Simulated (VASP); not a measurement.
A run of VASP 6.6.1:

File INCAR:

```
ALGO = Fast
EDIFF = 1E-5
EDIFFG = -0.03
ENCUT = 520
GGA = PE
IBRION = 2
ISIF = 3
ISMEAR = 0
ISYM = 0
KPAR = 4
LASPH = T
LCHARG = F
LREAL = Auto
LWAVE = F
NELM = 80
NSW = 110
PREC = Normal
SIGMA = 0.15
```

Contents of KPOINTS:

```
k-points
0
Gamma
  3 6 3
```

Contents of POSCAR:

```
Sb2Se3
1.0
    7.5274340500      0.0715006000     -0.0131643400
    0.0389195200      3.8918622700     -0.0194152100
   -0.2778553600     -0.0514792800     10.1035141900
Sb Se
4 6
Direct
    0.2622763200      0.7657763200      0.4882214700
    0.0911660700      0.2548099800      0.1410198700
    0.7480567400      0.2390792200      0.5131172400
    0.9007129500      0.7800094100      0.8604467200
    0.9301815600      0.7926593500      0.3362304900
    0.3826813300      0.2052131000      0.3300317400
    0.2308146800      0.7494727200      0.0046450100
    0.0925161200      0.2054992400      0.6454315300
    0.6087742700      0.7412772400      0.6724916800
    0.7519626500      0.2722051200      0.9973680100
```

Potentials or basis: VASP PAW PBE potentials, release 64 (Sb, Se).

Command:

```sh
$ cat potpaw_PBE.64/Sb/POTCAR potpaw_PBE.64/Se/POTCAR > POTCAR
$ mpirun -np 4 vasp_std > vasp.out
```

Hardware: 4 MPI ranks on AMD EPYC 7R43 64-Core Processor (Zen 3), on a shared host.

Q: Estimate the wall time of this run.

A: Wall time 17 min on 4 MPI ranks on AMD EPYC 7R43 64-Core Processor (Zen 3), on a shared host, peak memory 0.35 GiB a rank. Counts: scf iterations 175, k points 28, ion steps 29.
